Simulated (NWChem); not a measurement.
**One shape, several levels: C2H2Cl2 (trans-1,2-dichloroethylene)**

We compute a comparison of 6 runs (HF/STO-3G, HF/def2-SVPD, SVWN5/def2-SVP, B3LYP/6-31G*, PBE/def2-SVPD, CCSD(T)/def2-SVPD) of C2H2Cl2 (trans-1,2-dichloroethylene). 

The results are computed with NWChem 7.3.0.

## Step 1: The structure to begin with

C2H2Cl2: 6 atoms, total charge 0, spin state singlet. SMILES: `Cl/C=C/Cl`. The coordinates come from a PBE0-D4/def2-TZVP relaxation.

Bond lengths: Cl1–C2 1.714 Å, C2–C3 1.322 Å, C3–Cl4 1.714 Å, C2–H5 1.082 Å, C3–H6 1.082 Å. Angles: Cl1–C2–C3 121.7°, C2–C3–Cl4 121.7°, Cl1–C2–H5 114.9°, C3–C2–H5 123.4°, C2–C3–H6 123.4°, Cl4–C3–H6 114.9°.

## Step 2: Energy and forces at HF/STO-3G (run 1)

The input, c2h2cl2.nw:

```
start c2h2cl2
title "C2H2Cl2 hf"
memory stack 880 mb heap 220 mb global 1100 mb

geometry units angstrom noautosym nocenter noautoz
 Cl     1.726250    -0.267740     1.230110
 C      0.613530    -0.235150    -0.073010
 C     -0.613540     0.235140     0.072990
 Cl    -1.726280     0.267740    -1.230080
 H      0.994090    -0.624970    -1.007430
 H     -0.994050     0.624960     1.007430
end

basis spherical bse
 * library STO-3G
end

scf
 thresh 1e-08
 maxiter 80
 print medium
end

task scf gradient
```

Launch:

```bash
$ nwchem c2h2cl2.nw > c2h2cl2.out
```

The program printed:

```text
[...]
  functions       =    30
[...]
  wavefunction    = RHF
[...]
         Total SCF energy =   -985.072780890567
      One-electron energy =  -1712.407946416744
      Two-electron energy =    550.680157956898
 Nuclear repulsion energy =    176.655007569279
        Time for solution =      1.6s
[...]
                         RHF ENERGY GRADIENTS
    atom               coordinates                        gradient
                 x          y          z           x          y          z
   1 Cl      3.262139  -0.505955   2.324571   -0.028068   0.001009  -0.032188
   2 C       1.159404  -0.444369  -0.137969    0.040083  -0.007176   0.025067
   3 C      -1.159422   0.444350   0.137931   -0.040099   0.007176  -0.025081
   4 Cl     -3.262196   0.505955  -2.324514    0.028080  -0.001010   0.032201
   5 H       1.878558  -1.181022  -1.903767   -0.000486   0.001061   0.003243
   6 H      -1.878482   1.181003   1.903767    0.000490  -0.001061  -0.003243
[...]
```

Run time: 2.6 s. Hardware: 1 thread of Intel Xeon Platinum 8259CL at 2.50GHz (Skylake/Cascade Lake), shared host; peak memory 0.099 GiB.

## Step 3: Energy and gradient at HF/def2-SVPD (run 2)

The input, c2h2cl2.nw:

```
start c2h2cl2
title "C2H2Cl2 hf"
memory 2200 mb

geometry noautosym nocenter noautoz
  Cl     1.726250    -0.267740     1.230110
  C      0.613530    -0.235150    -0.073010
  C     -0.613540     0.235140     0.072990
  Cl    -1.726280     0.267740    -1.230080
  H      0.994090    -0.624970    -1.007430
  H     -0.994050     0.624960     1.007430
end

basis "ao basis" spherical bse
  * library def2-SVPD
end

scf
  thresh 1e-08
  maxiter 80
end

task scf gradient
```

Launch:

```bash
$ nwchem c2h2cl2.nw > c2h2cl2.out
```

The program printed:

```text
[...]
  functions       =   110
[...]
  wavefunction    = RHF
[...]
         Total SCF energy =   -995.530900566038
      One-electron energy =  -1723.908629999342
      Two-electron energy =    551.722721864025
 Nuclear repulsion energy =    176.655007569279
        Time for solution =     23.8s
[...]
                         RHF ENERGY GRADIENTS
    atom               coordinates                        gradient
                 x          y          z           x          y          z
   1 Cl      3.262139  -0.505955   2.324571   -0.006764   0.000409  -0.007150
   2 C       1.159404  -0.444369  -0.137969    0.013624  -0.003047   0.006303
   3 C      -1.159422   0.444350   0.137931   -0.013634   0.003047  -0.006313
   4 Cl     -3.262196   0.505955  -2.324514    0.006770  -0.000409   0.007159
   5 H       1.878558  -1.181022  -1.903767    0.001214  -0.000994  -0.002072
   6 H      -1.878482   1.181003   1.903767   -0.001211   0.000994   0.002072
[...]
```

It took 31 s on 1 thread of Intel Xeon Platinum 8259CL at 2.50GHz (Skylake/Cascade Lake), shared host; peak memory 0.1 GiB.

Runs 3 to 4 aren't shown in full; the table further down has their settings and results.

## Step 4: Energy and gradient at PBE/def2-SVPD (run 5)

The input, run.nw:

```
start run
title "C2H2Cl2 PBE"
memory 2200 mb

geometry noautosym nocenter noautoz
   Cl     1.726250    -0.267740     1.230110
   C      0.613530    -0.235150    -0.073010
   C     -0.613540     0.235140     0.072990
   Cl    -1.726280     0.267740    -1.230080
   H      0.994090    -0.624970    -1.007430
   H     -0.994050     0.624960     1.007430
end

basis spherical bse
   * library def2-SVPD
end

dft
   xc xpbe96 cpbe96
   grid fine
   convergence energy 1e-08
   maxiter 100
   mulliken
end

task dft gradient
```

Launch:

```bash
$ nwchem run.nw > run.out
```

The program printed:

```text
[...]
          Wavefunction type:  closed shell.
          No. of atoms     :     6
          No. of electrons :    48
[...]
          Charge           :     0
          Spin multiplicity:     1
[...]
          AO basis - number of functions:   110
[...]
              XC Information
              --------------
          PerdewBurkeErnzerhof Exchange Functional  1.000
            Perdew 1991 LDA Correlation Functional  1.000 local
           PerdewBurkeErnz. Correlation Functional  1.000 non-local
[...]
 d= 0,ls=0.0,diis     1   -996.9219769128 -1.17D+03  1.97D-02  6.20D-01     5.0
[...]
 d= 0,ls=0.0,diis     8   -996.9798661730  3.02D-09  1.82D-06  2.97D-08    33.9
         Total DFT energy =     -996.979866173033
      One electron energy =    -1724.340724862709
           Coulomb energy =      618.231386242345
    Exchange-Corr. energy =      -67.525535121947
 Nuclear repulsion energy =      176.655007569279
[...]
  wavefunction    = closed shell
                         DFT ENERGY GRADIENTS
    atom               coordinates                        gradient
                 x          y          z           x          y          z
   1 Cl      3.262139  -0.505955   2.324571   -0.008631   0.000565  -0.008969
   2 C       1.159404  -0.444369  -0.137969   -0.012448   0.004418   0.000194
   3 C      -1.159422   0.444350   0.137931    0.012433  -0.004415  -0.000201
   4 Cl     -3.262196   0.505955  -2.324514    0.008642  -0.000566   0.008981
   5 H       1.878558  -1.181022  -1.903767   -0.004241   0.004227   0.009986
   6 H      -1.878482   1.181003   1.903767    0.004246  -0.004230  -0.009992
[...]
```

Wall time 47 s (1 thread of Intel Xeon Platinum 8259CL at 2.50GHz (Skylake/Cascade Lake), shared host); peak memory 0.13 GiB.

## Step 5: The energy at CCSD(T)/def2-SVPD (run 6)

The input, sp.nw:

```
start sp
title "trans-1,2-dichloroethylene"
memory 2200 mb
geometry noautosym nocenter noautoz
  Cl    1.726250   -0.267740    1.230110
  C     0.613530   -0.235150   -0.073010
  C    -0.613540    0.235140    0.072990
  Cl   -1.726280    0.267740   -1.230080
  H     0.994090   -0.624970   -1.007430
  H    -0.994050    0.624960    1.007430
end
basis spherical bse
  * library def2-SVPD
end
scf
  nopen 0
  rhf
  thresh 1e-08
  maxiter 80
  print medium
end
ccsd
  freeze core 12
  maxiter 60
end
task ccsd(t) energy
```

Launch:

```bash
$ nwchem sp.nw > sp.out
```

The program printed:

```text
[...]
  functions       =   110
[...]
  wavefunction    = RHF
[...]
         Total SCF energy =   -995.530900566038
      One-electron energy =  -1723.908629999342
      Two-electron energy =    551.722721864025
 Nuclear repulsion energy =    176.655007569279
        Time for solution =     27.4s
[...]
 Total MP2 energy:           -996.096244680525501
[...]
             energy      energy      error      ampl     ampl      Block
                                                time     time      time
[...]
 Total CCSD energy:           -996.134527322467079
[...]
 Total CCSD+T(CCSD) energy:           -996.157261631298070
[...]
 Total CCSD(T) energy:                -996.156644428127720
[...]
```

Run time: 6.2 min. Hardware: 1 thread of Intel Xeon Platinum 8259CL at 2.50GHz (Skylake/Cascade Lake), shared host; peak memory 0.38 GiB.

## Step 6: The series

| run | level | iteration cap | module | energy (Eh) | dipole moment (D) of the reference | HOMO energy (eV) | LUMO energy (eV) | wall time |
| --- | --- | --- | --- | --- | --- | --- | --- | --- |
| 1 | HF/STO-3G | 80 | scf | -985.072781 | 0.00 | -8.90 | 6.86 | 2.6 s |
| 2 | HF/def2-SVPD | 80 | scf | -995.530901 | 0.00 | -10.07 | 2.87 | 31 s |
| 3 | SVWN5/def2-SVP | 100 | dft | -993.753330 | – | – | – | 13 s |
| 4 | B3LYP/6-31G* (spherical functions) | 100 | dft | -997.769141 | 0.00 | -6.98 | -0.42 | 33 s |
| 5 | PBE/def2-SVPD | 100 | dft | -996.979866 | 0.00 | -6.29 | -1.69 | 47 s |
| 6 | CCSD(T)/def2-SVPD | 80 | ccsd(t) | -996.156644 | – | -10.07 | 2.87 | 6.2 min |

## Step 7: Outcome

| quantity | value |
| --- | --- |
| run 6: total energy | -996.15664 Eh |
| run 6: HOMO energy (Hartree–Fock orbitals) | -10.07 eV |
| run 6: LUMO energy (Hartree–Fock orbitals) | 2.87 eV |
| run 6: HOMO–LUMO gap (Hartree–Fock orbitals) | 12.94 eV |
| run 6: correlation energy (12 core orbitals frozen) | -625.7 mEh |
| run 6: (T) correction | -22.12 mEh |

**Reading.** Over runs 1, 2, 4, 5 the HOMO–LUMO gap runs from 4.60 eV (PBE/def2-SVPD) to 15.75 eV (HF/STO-3G). The two ends differ in method and basis. Totals of different functionals can't be ranked against each other. In run 1 the basis is minimal, so the values are rough. All runs together took 8.3 min, the longest 6.2 min.
